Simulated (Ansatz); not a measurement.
# NaI (model cell, started as CsCl type): following an unstable mode

Wanted: the energy along a soft mode of NaI (model cell, started as CsCl type) and the structure at the end.

Calculated with Ansatz 0.2.0; DFT PBEsol, scalar-relativistic, plane waves, PAW; PAW set soft_1.

The structure was built from a prototype and need not be the compound's stable phase.

## Step 1: The structure

Symmetry: Pm-3m, No. 221, cubic system. The conventional cell has a = 3.988 Å, b = 3.988 Å, c = 3.988 Å, α = 90.00°, β = 90.00°, γ = 90.00°. Nearest to Na lie 8 I at 3.45 Å. Nearest to I lie 8 Na at 3.45 Å. Farther neighbours and most contacts between anions are not listed.

## Step 2: Response at finite wavevector

The cell comes from relaxations at this level that are not shown. Stability and thermal properties need the whole zone. Linear response on a 4×4×4 q mesh gives force constants as far as a supercell of that size would, and the tensors from the zone-centre run are typed in so that the long-range dipole term is interpolated apart.

input.yaml reads:

```yaml
crystal:
  lattice:
    - [3.987560272, 0.0, 0.0]
    - [0.0, 3.987560272, 0.0]
    - [0.0, 0.0, 3.987560272]
  atoms:
    - { symbol: Na, position: [0.0, 0.0, 0.0] }
    - { symbol: I, position: [0.5, 0.5, 0.5] }
kpoints:
  mp_grid: { grid: [12, 12, 12] }
hamiltonian:
  xc: pbesol
  pseudopotentials: { kind: paw, azcp: { folder: soft_1 }, xc_functional: pbe }
scf:
  occupations: { method: fixed }
output:
  eigenvalues: true
phonons:
  method: dfpt
  qmesh: [4, 4, 4]
  temperatures: { t_max: 1000, t_step: 50 }
  qpath:
    path:
      - [[0.0, 0.0, 0.0], [0.0, 0.5, 0.0], [0.5, 0.5, 0.0], [0.0, 0.0, 0.0], [0.5, 0.5, 0.5], [0.0, 0.5, 0.0]]
      - [[0.5, 0.5, 0.5], [0.5, 0.5, 0.0]]
    npoints: 10
  non_analytic_term:
    high_frequency_dielectric_tensor: [[3.8371, 0.0, 0.0], [0.0, 3.8371, 0.0], [0.0, 0.0, 3.8371]]
    born_effective_charges:
      - { species: Na, tensor: [[1.3223, 0.0, 0.0], [0.0, 1.3223, 0.0], [0.0, 0.0, 1.3223]] }
      - { species: I, tensor: [[-1.3223, 0.0, 0.0], [0.0, -1.3223, 0.0], [0.0, 0.0, -1.3223]] }
    source: "zone-centre run at this cell"
```

Command:

```
> ansatz run input.yaml --threads 4 --pin off --max-ram 10240MiB --backend cpu --events-out ev --progress --plain --runs-dir out
```

Numbers of over 12 decimals in the logs are rounded to 6 here.

Output:

```text
Engine: ansatz 0.2.0, x86_64-unknown-linux-gnu
Pseudopotentials: kind: paw
Pseudopotential: Na, paw, valence charge 9, recommended cutoff 420 eV (normal), soft_1/Na.paw.azcp
Pseudopotential: I, paw, valence charge 17, recommended cutoff 420 eV (normal), soft_1/I.paw.azcp
Functional definition: PBEsol
  exchange = pbesol_x
  correlation = pbesol_c
Crystal: 2 atoms, lattice volume = 63.405 Å³
Basis set: ecut = 420 eV, 1237 PW (Γ), exchange–correlation on 54×54×54 points (8 copies of the dense FFT grid, shifted against one another)
Bands: 17, of which v1, the nominal top of the filled ones, is band 13 counted from 1 (12 counted from 0)
Symmetry: 48 space group operations
k-points: 84 of 1728
Non-local potential: Na, projectors of the file, l = 0: 3, l = 1: 2, l = 2: 1
Non-local potential: I, projectors of the file, l = 0: 2, l = 1: 2, l = 2: 2, l = 3: 1
PAW form: soft (Blöchl's): semilocal exchange-correlation on the pseudo side does not see the compensation charge
PAW frozen core: Na, regenerated for the run's functional, and the local potential with it (the file was generated under x = pbe(κ = 0.804, μ = 0.219515), c = pbe(β = 0.066725))
PAW frozen core: I, regenerated for the run's functional, and the local potential with it (the file was generated under x = pbe(κ = 0.804, μ = 0.219515), c = pbe(β = 0.066725))
PAW one-centre angular grid: Na, 110 points (default); XC on 64 Gauss nodes
PAW one-centre angular grid: I, 590 points (default); XC on 64 Gauss nodes
Initial density: superposition of atomic densities (chi_scale 0.1, normalization cell, long waves kept (reshape's long-wave potential 0.00 eV rms))
Initial wavefunctions: pseudopotential atomic-orbital guess
Functional: x = pbesol(κ = 0.804, μ = 0.123457), c = pbesol(β = 0.046)
SCF iter   1: F=—  HF=-8911.645208 eV  |F-HF|=—  |Δ(HF+E_count)|=         —  Δρ=6.16e-2  dr2=2.36e0  ethr=3.10e-3  ⟨swp⟩=5.0  Hψ=6686  notcnv=0  defer=139
preconditioner: auto → Resta (q_TF=auto, 2.352 Å⁻¹)  ε∞=2.9  [insulator: Δε(μ)=0.848 eV  Ē_g=9.528 eV  n_scr=18 (ndim 8)  ℏωp=13.2 eV  f_vac=0.000  ε∞_Penn≈2.9]
SCF iter   2: F=—  HF=-8910.651625 eV  |F-HF|=—  |Δ(HF+E_count)|=   9.94e-1  Δρ=2.04e-2  dr2=3.60e-1  ethr=3.10e-3  ⟨swp⟩=3.0  Hψ=3702  notcnv=0  defer=135
SCF iter   3: F=—  HF=-8910.510460 eV  |F-HF|=—  |Δ(HF+E_count)|=   1.41e-1  Δρ=5.71e-3  dr2=2.67e-2  ethr=1.38e-3  ⟨swp⟩=3.0  Hψ=2406  notcnv=0  defer=149
SCF iter   4: F=—  HF=-8910.505893 eV  |F-HF|=—  |Δ(HF+E_count)|=   4.57e-3  Δρ=1.22e-3  dr2=1.10e-3  ethr=1.03e-4  ⟨swp⟩=3.9  Hψ=2842  notcnv=0  defer=155
SCF iter   5: F=—  HF=-8910.506146 eV  |F-HF|=—  |Δ(HF+E_count)|=   2.53e-4  Δρ=1.86e-4  dr2=1.54e-5  ethr=4.23e-6  ⟨swp⟩=2.0  Hψ=1951  notcnv=0  defer=157
SCF iter   6: F=—  HF=-8910.506174 eV  |F-HF|=—  |Δ(HF+E_count)|=   2.78e-5  Δρ=5.27e-5  dr2=1.44e-6  ethr=5.94e-8  ⟨swp⟩=2.0  Hψ=2520  notcnv=0  defer=157
SCF iter   7: F=—  HF=-8910.506175 eV  |F-HF|=—  |Δ(HF+E_count)|=   1.11e-6  Δρ=1.05e-5  dr2=9.47e-8  ethr=5.55e-9  ⟨swp⟩=2.0  Hψ=2520  notcnv=0  defer=139
SCF iter   8: F=—  HF=-8910.506175 eV  |F-HF|=—  |Δ(HF+E_count)|=   1.20e-7  Δρ=2.46e-6  dr2=6.73e-9  ethr=3.64e-10  ⟨swp⟩=3.0  Hψ=2184  notcnv=0  defer=139
SCF iter   9: F=—  HF=-8910.506175 eV  |F-HF|=—  |Δ(HF+E_count)|=   3.39e-9  Δρ=4.03e-7  dr2=9.90e-11  ethr=2.59e-11  ⟨swp⟩=2.0  Hψ=2029  notcnv=0  defer=139
SCF iter  10: F=-8910.506175 eV  HF=-8910.506175 eV  |F-HF|=1.82e-12  |Δ(HF+E_count)|=  1.38e-10  Δρ=5.77e-8  dr2=1.23e-12  ethr=1.00e-12  ⟨swp⟩=12.0  Hψ=9570  notcnv=0
SCF 1 converged in 10 iterations: F = -8910.506175 eV  dr2 = 1.23e-12
  greatest PAW one-centre occupation: 0.999 electrons in one spin orbital (limit 2), on the Na atom at site 0 (counted from 0), in its partial waves of l = 0
NSCF: frozen V_eff on 84 k-points
NSCF: frozen V_eff on 196 k-points
DFPT response loops at q = (0, 0, 0) (fractional): preconditioner auto → none (the input reference at scf.mixing.eps_inf says where Resta's filter doesn't serve); β = 0.50; Broyden in place of MSR1
NSCF: frozen V_eff on 1176 k-points
DFPT response loops at q = (0, 0, 0.25) (fractional): preconditioner auto → Resta (q_TF=auto, 2.352 Å⁻¹)  ε∞=5.1 (no band partly filled); β = 1.00, the filter's whole step (`scf.mixing.beta` (0.50) is not read by the response loops at its default; to damp them type it under 1.00, their step now; it binds the ground state too); Broyden in place of MSR1
NSCF: frozen V_eff on 686 k-points
DFPT response loops at q = (0, 0, -0.5) (fractional): mixed as the last ones told, above
NSCF: frozen V_eff on 2016 k-points
DFPT response loops at q = (0, 0.25, 0.25) (fractional): mixed as the last ones told, above
NSCF: frozen V_eff on 1176 k-points
DFPT response loops at q = (0, 0.25, -0.5) (fractional): mixed as the last ones told, above
NSCF: frozen V_eff on 686 k-points
DFPT response loops at q = (0, -0.5, -0.5) (fractional): mixed as the last ones told, above
NSCF: frozen V_eff on 1872 k-points
DFPT response loops at q = (0.25, 0.25, 0.25) (fractional): mixed as the last ones told, above
NSCF: frozen V_eff on 2016 k-points
DFPT response loops at q = (0.25, 0.25, -0.5) (fractional): mixed as the last ones told, above
NSCF: frozen V_eff on 1176 k-points
DFPT response loops at q = (0.25, -0.5, -0.5) (fractional): mixed as the last ones told, above
NSCF: frozen V_eff on 392 k-points
DFPT response loops at q = (-0.5, -0.5, -0.5) (fractional): preconditioner auto → none (the input reference at scf.mixing.eps_inf says where Resta's filter doesn't serve); β = 0.50; Broyden in place of MSR1
SCF converged after 10 iterations
Free energy (F): -8910.506175 eV
Harris-Foulkes:  -8910.506175 eV  (|F-HF|=1.82e-12)
Internal energy: -8910.506175 eV  (E = F + TS)
E sigma→0 (E₀):  -8910.506175 eV
Fermi energy:    4.584637 eV
--- Per-component energies (eV) ---
  E_band       = -595.533738
  E_kinetic    = 273.127190
  E_local      = -3541.901752  (includes V_loc(G=0)·N_el)
  E_nonlocal   = 396.969265
  E_hartree    = 1431.393258
  E_xc         = -143.888602
  E_vxc        = -158.385616  (∫ρ·V_xc dr)
  E_paw        = -4988.108080  (= ΣΔE_a)
  E_vpaw       = -428.126908  (= ΣTr[D̂ρ^β])
  E_aug_tail   = -0.002457  (compensation charges beyond the density's cutoff)
  E_ewald      = -2338.561825
  E_core_change = 0.466830  (= ΣΔE_core)
  E_smearing   = -0.000000  (= −TS)
  E_closure    = -0.000000  (closes the sum)
  Σ components = -8910.506175   (vs F -8910.506175, Δ=0.00e0)
--- Band table (eV; the first three rows and the last of 84) ---
  k-point 0: bands = [... 9 lower, -7.4416, 3.8779, 3.8779, 3.8779, 6.8517, 9.9997, 9.9997, 15.9532]
  k-point 1: bands = [... 9 lower, -7.4192, 3.5597, 3.8995, 3.8995, 7.0924, 10.0584, 10.2430, 15.3618]
  k-point 2: bands = [... 9 lower, -7.3567, 2.8826, 3.9599, 3.9599, 7.5657, 10.2334, 10.8848, 14.4774]
  k-point 83: bands = [... 9 lower, -6.4556, 2.3188, 2.3188, 2.3188, 8.6025, 8.6025, 8.6025, 11.2872]
--- Phonons (Γ-DFPT): 2 representative perturbations + reference (Σ response iterations 6) ---
  ASR residual: 9.678e-5 → 0.000e0 eV/Å²; symmetrization residual: 1.166e-6 eV/Å²
  ASR residual per site (eV/Å²): 8.65e-5 9.68e-5
  Γ frequencies (cm⁻¹): 0.00 0.00 0.00 53.18 53.18 53.18
--- Phonons (arbitrary-q DFPT): 10 irreducible q on the 4×4×4 mesh ---
  q = [0.0000, 0.0000, 0.0000] (star 1, of the zone-centre solve; hermiticity 1.15e-5, symmetrization 6.08e-10): -0.00 -0.00 0.00 53.18 53.18 53.18
  q = [0.0000, 0.0000, 0.2500] (star 6, 4 solved perturbations in 1848 linear systems a pass and spin channel, the states on 588 of 1728 k-point pairs; hermiticity 2.53e-6, symmetrization 1.51e-11): -18.70 -18.70 51.76 51.76 64.96 155.74
  q = [0.0000, 0.0000, -0.5000] (star 3, 4 solved perturbations in 1078 linear systems a pass and spin channel, the states on 343 of 1728 k-point pairs; hermiticity 3.23e-13, symmetrization 1.07e-11): -31.76 -31.76 52.53 52.53 87.44 165.77
  q = [0.0000, 0.2500, 0.2500] (star 12, 4 solved perturbations in 3108 linear systems a pass and spin channel, the states on 1008 of 1728 k-point pairs; hermiticity 3.79e-6, symmetrization 1.88e-12): -30.62 49.23 60.09 61.88 72.61 123.43
  q = [0.0000, 0.2500, -0.5000] (star 12, 6 solved perturbations on 588 of 1728 k-point pairs; hermiticity 4.09e-6, symmetrization 3.07e-13): -41.34 47.45 55.69 71.38 84.06 120.77
  q = [0.0000, -0.5000, -0.5000] (star 3, 4 solved perturbations in 1078 linear systems a pass and spin channel, the states on 343 of 1728 k-point pairs; hermiticity 1.49e-6, symmetrization 4.23e-12): -50.42 41.96 77.43 77.43 87.63 87.63
  q = [0.2500, 0.2500, 0.2500] (star 8, 2 solved perturbations on 936 of 1728 k-point pairs; hermiticity 3.76e-6, symmetrization 3.07e-12): 55.78 55.78 56.31 74.25 74.25 101.49
  q = [0.2500, 0.2500, -0.5000] (star 12, 4 solved perturbations in 3108 linear systems a pass and spin channel, the states on 1008 of 1728 k-point pairs; hermiticity 4.36e-6, symmetrization 3.16e-12): 48.31 50.22 69.39 77.59 79.48 104.01
  q = [0.2500, -0.5000, -0.5000] (star 6, 4 solved perturbations in 1848 linear systems a pass and spin channel, the states on 588 of 1728 k-point pairs; hermiticity 3.44e-6, symmetrization 5.38e-12): 40.89 73.99 73.99 76.28 92.37 92.37
  q = [-0.5000, -0.5000, -0.5000] (star 1, 2 solved perturbations on 196 of 1728 k-point pairs; hermiticity 2.51e-13, symmetrization 4.16e-11): 68.50 68.50 68.50 98.76 98.76 98.76
  sum rule: each row above includes the acoustic sum rule's correction from the zone centre's row sums; it moved no ω² by more than (1.01 cm⁻¹)²
  mesh force constants: q→R imaginary residual 2.22e-19; ASR residual 9.678e-5 → 0.000e0 eV/Å²; symmetrization residual 1.110e-15 eV/Å²
  interpolated dispersion: 63 rows × 6 modes
  density of states and harmonic sums: on the 16×16×16 q-mesh, interpolated from the force constants of a 4×4×4 supercell (with the dipole–dipole term of supplied tensors)
  largest difference from the sums on the solved wave vectors: F 5.80e-2 eV, S 6.96e-5 and C_V 1.22e-5 eV/K
  zero-point energy: 0.024078 eV/cell   skipped modes (ω ≤ 0): 111, of them read as no rigid motion or as one in doubt: 108 (6.145e-1 modes/cell left out, lowest -50.42 cm⁻¹)   left out of the sums: 1.03e-1 of the cell's modes: C_V's classical limit lies that fraction below 3 k_B per atom; for a crystal, a wire or a layer, F and S can be off by more, and a phonons.interpolated_qmesh denser along its periods is the remedy for the sampling
```

Run time: 4.3 min. Hardware: 4 threads of AMD EPYC 7R13 (Zen 3), shared host; peak memory 2.4 GiB.

Numbers from this step:

```yaml
gap_on_the_k_mesh: 2.267 eV
volume_per_atom: 31.70 Å³
sum_rule_residual_before_enforcement: 9.68e-5 eV/Å²
lowest_frequency_on_the_path: -50.42 cm⁻¹
point_group: m-3m
highest_frequency_on_the_path_or_at_a_solved_wavevector: 165.8 cm⁻¹
highest_optical_mode_at_the_zone_centre_no_lo_to_term: 53.18 cm⁻¹
lowest_optical_zone_centre_mode: 53.18 cm⁻¹
lowest_mode_on_the_q_mesh_acoustic_modes_at_gamma_apart: -50.42 cm⁻¹
```

Frequencies (cm⁻¹) solved at each irreducible wavevector; negative means imaginary. Frequencies by wavevector, by row:

```tsv
q in reciprocal lattice units	star	mode 1	mode 2	mode 3	mode 4	mode 5	mode 6
0 0 0	1	0	0	0	53.2	53.2	53.2
0 0 0.25	6	-18.7	-18.7	51.8	51.8	65	155.7
0 0 -0.5	3	-31.8	-31.8	52.5	52.5	87.4	165.8
0 0.25 0.25	12	-30.6	49.2	60.1	61.9	72.6	123.4
0 0.25 -0.5	12	-41.3	47.5	55.7	71.4	84.1	120.8
0 -0.5 -0.5	3	-50.4	42	77.4	77.4	87.6	87.6
0.25 0.25 0.25	8	55.8	55.8	56.3	74.2	74.2	101.5
0.25 0.25 -0.5	12	48.3	50.2	69.4	77.6	79.5	104
0.25 -0.5 -0.5	6	40.9	74	74	76.3	92.4	92.4
-0.5 -0.5 -0.5	1	68.5	68.5	68.5	98.8	98.8	98.8
```

Interpolated from a 4×4×4 q mesh, with the LO-TO term (at Γ the limit along the path; where Γ stands inside the path, tables give the limit on arrival). Phonon branches along the path, in cm⁻¹:

```tsv
point	branch 1	branch 2	branch 3	branch 4	branch 5	branch 6
Γ	0	0	0	53	53	145
halfway	-19	-19	52	52	65	156
X	-32	-32	52	52	87	166
halfway	-41	47	56	71	84	121
M	-50	42	77	77	88	88
halfway	-31	49	60	62	73	123
Γ	0	0	0	53	53	145
halfway	56	56	56	74	74	102
R	68	68	68	99	99	99
halfway	48	50	69	78	80	104
X	-32	-32	52	52	87	166
jump to R	68	68	68	99	99	99
halfway	41	74	74	76	92	92
M	-50	42	77	77	88	88
```

The phonon branches as a text plot (rows in cm⁻¹):

```
    161 |    *****                                      **
    152 |  **                                          *
    143 |**       *            ******
    134 |          *          *      **               *
    125 |                    *
    116 |                  **          *             *
    107 |           *                               *
     98 |            *   **             *   ********      ***
     89 |      *****  ***                ****    **    *** * ****
     80 |     *     *******              **        ****     *****
     71 |    *      ***  *******       **   ******* **    ****
     62 |   *     ***        *  *   ***  ***     *** **    *  *
     53 |***********         *******   **          **  ***  *  *
     44 |  *       **********  *     ***            *        *  *
     35 |                      *     **              *
     26 | *       *             *   *                 *
     17 |*                       * *
      8 |
     -1 |*                       **
    -10 | **                    *
    -19 |   **                 *                       *
    -28 |     ****           **                         **    *
    -37 |         **       **                                  *
    -46 |           *******                                     *
         Γ      X      M          Γ            R        X|R     M
```

Symmetry leaves 10 wavevectors to solve. The lowest mode among them, the acoustic zeros apart, lies at q = (0, -0.5, -0.5) and is imaginary, 50.4i cm⁻¹, so the energy falls along it.

## Step 3: The mode frozen in, largest atomic shift 0 Å

The mode followed lies at q = (0, 0.25, -0.5) with frequency 41.3i cm⁻¹, one of the unstable modes though not the softest. At small amplitude the distorted cell has space group no. 67 by a symmetry search on the positions. The undistorted cell that holds it gives the zero of energy on the same k mesh.

System of this step: NaI (model cell, started as CsCl type). It takes space group Pm-3m (No. 221, cubic). The conventional cell has a = 3.988 Å, b = 3.988 Å, c = 3.988 Å, α = 90.00°, β = 90.00°, γ = 90.00°. Na has 8 I at 3.45 Å nearest. Nearest to I lie 8 Na at 3.45 Å. Farther neighbours and most contacts between anions are not listed.

input.yaml reads:

```yaml
crystal:
  lattice:
    - [-3.987560272, 0.0, 0.0]
    - [0.0, 0.0, -7.975120544]
    - [0.0, -7.975120544, -3.987560272]
  atoms:
    - { symbol: Na, position: [0.0, 0.75, 0.5] }
    - { symbol: Na, position: [0.0, 0.25, 0.5] }
    - { symbol: Na, position: [0.0, 0.5, 0.0] }
    - { symbol: Na, position: [0.0, 0.0, 0.0] }
    - { symbol: I, position: [0.5, 0.625, 0.25] }
    - { symbol: I, position: [0.5, 0.125, 0.25] }
    - { symbol: I, position: [0.5, 0.375, 0.75] }
    - { symbol: I, position: [0.5, 0.875, 0.75] }
kpoints:
  mp_grid: { grid: [6, 4, 4] }
hamiltonian:
  xc: pbesol
  pseudopotentials: { kind: paw, azcp: { folder: soft_1 }, xc_functional: pbe }
scf:
  occupations: { method: gaussian, width: 0.02 }
output:
  forces: true
  stress: true
  eigenvalues: true
```

Output:

```text
[...]
Crystal: 8 atoms, lattice volume = 253.619 Å³
Basis set: ecut = 420 eV, 4963 PW (Γ), exchange–correlation on 54×108×120 points (8 copies of the dense FFT grid, shifted against one another)
Bands: 63, of which v1, the nominal top of the filled ones, is band 52 counted from 1 (51 counted from 0)
Symmetry: 32 space group operations
[...]
k-points: 28 of 96
[...]
k-point 0: bands = [... 48 lower, 4.2313, 4.2313, 4.4002, 4.4002, 6.8519, 8.6763, 8.6763, 9.1486, ... 5 higher]
  k-point 1: bands = [... 48 lower, 4.1751, 4.1751, 4.2793, 4.5292, 7.3210, 7.6356, 8.7499, 9.6134, ... 5 higher]
  k-point 2: bands = [... 48 lower, 4.0464, 4.2313, 4.2313, 4.5854, 7.2458, 8.0527, 8.0527, 9.1486, ... 5 higher]
  k-point 27: bands = [... 48 lower, 3.1119, 3.1119, 3.2828, 4.4001, 7.7585, 8.6764, 8.7933, 8.7933, ... 5 higher]
[key lines of the parts left out:]
SCF converged after 8 iterations
Free energy (F): -35642.021648 eV
Fermi energy:    5.718770 eV
P = ⅓ Tr σ = 0.0063 GPa (0.063 kbar)
```

Wall time 4.2 s (4 threads); peak memory 0.82 GiB.

This step gave:

| Property | Result |
| --- | --- |
| pressure | 0.006274 GPa |
| gap on the k-mesh | 2.266 eV |
| energy from the undistorted cell | 0 meV/atom |

At this level the gap is 2.27 eV on the k-mesh of the self-consistent run, which can miss the band edges.

## Step 4: The mode frozen in, largest atomic shift 0.6 Å

The atoms are moved along the unstable eigenvector, the largest shift by 0.6 Å, with the cell fixed.

input.yaml, the sections that differ from step 3:

```yaml
crystal:
  lattice:
    - [-3.987560272, 0.0, 0.0]
    - [0.0, 0.0, -7.975120544]
    - [0.0, -7.975120544, -3.987560272]
  atoms:
    - { symbol: Na, position: [0.0, 0.75, 0.5] }
    - { symbol: Na, position: [0.0, 0.25, 0.5] }
    - { symbol: Na, position: [0.0, 0.5, 0.0] }
    - { symbol: Na, position: [0.0, 0.0, 0.0] }
    - { symbol: I, position: [0.3495320549, 0.625, 0.25] }
    - { symbol: I, position: [0.6504679451, 0.125, 0.25] }
    - { symbol: I, position: [0.6504679451, 0.375, 0.75] }
    - { symbol: I, position: [0.3495320549, 0.875, 0.75] }
# kpoints, hamiltonian, scf, output: as in step 3
```

Output:

```text
[...]
Crystal: 8 atoms, lattice volume = 253.619 Å³
Basis set: ecut = 420 eV, 4963 PW (Γ), exchange–correlation on 54×108×120 points (8 copies of the dense FFT grid, shifted against one another)
Bands: 63, of which v1, the nominal top of the filled ones, is band 52 counted from 1 (51 counted from 0)
Symmetry: 8 space group operations
[...]
k-points: 28 of 96
[...]
k-point 0: bands = [... 48 lower, 3.9828, 4.1790, 4.2724, 4.3048, 6.9754, 8.7099, 8.7545, 9.1569, ... 5 higher]
  k-point 1: bands = [... 48 lower, 4.0154, 4.1660, 4.2271, 4.3247, 7.4524, 7.7041, 8.8362, 9.4117, ... 5 higher]
  k-point 2: bands = [... 48 lower, 4.0655, 4.1465, 4.1697, 4.3571, 7.3215, 8.1224, 8.2897, 8.9965, ... 5 higher]
  k-point 27: bands = [... 48 lower, 3.1063, 3.1811, 3.2278, 3.8795, 7.9657, 8.3494, 8.5941, 9.0019, ... 5 higher]
[key lines of the parts left out:]
SCF converged after 9 iterations
Free energy (F): -35642.231748 eV
Fermi energy:    5.666244 eV
P = ⅓ Tr σ = 0.7116 GPa (7.116 kbar)
```

It took 4.5 s on 4 threads; peak memory 0.82 GiB; 17 s of CPU time.

This step gave:

```yaml
pressure: 0.7116 GPa
gap_on_the_k_mesh: 2.618 eV
energy_from_the_undistorted_cell: -26.26 meV/atom
```

The energy, extrapolated to zero smearing, is -26.26 meV/atom against the undistorted cell.

The run ends at a pressure of 0.71 GPa, with forces up to 0.11 eV/Å.

## Step 5: Energy along the mode, all amplitudes (two of the runs are shown above)

An imaginary frequency means negative curvature, so the energy should fall and then rise again as anharmonic terms take over.

Numbers from this step:

- depth at the lowest point sampled: 26.26 meV/atom
- largest atomic shift at that point: 0.6 Å

Table of energy from the parent by largest atomic shift:

```tsv
largest atomic shift (Å)	energy from the parent (meV/atom)
0.000	0
0.040	-0.32
0.080	-1.26
0.140	-3.72
0.220	-8.47
0.320	-15.4
0.450	-23.3
0.600	-26.3
```

Displacement at unit largest shift by atom:

```tsv
atom	x (Å)	y (Å)	z (Å)	size
Na1	0.00	0.00	0.00	0.00
Na2	0.00	0.00	0.00	0.00
Na3	0.00	0.00	0.00	0.00
Na4	0.00	0.00	0.00	0.00
I5	1.00	0.00	0.00	1.00
I6	-1.00	0.00	0.00	1.00
I7	-1.00	0.00	0.00	1.00
I8	1.00	0.00	0.00	1.00
```

The lowest of the steps tried is the last one, at 0.6 Å, 26.3 meV/atom below the parent; the bottom of the well need not coincide with a step.

[end of part 1 of 2]

[Logs are printed without paths, hosts, clocks, repeated set-up lines and the standing remarks that a program may print on its own settings, such as how far it seeks lower states.]

[Hosts, paths, dates, database ids (printed as entryN), source tags and the programs' standing remarks are cut or masked in the printed files.]
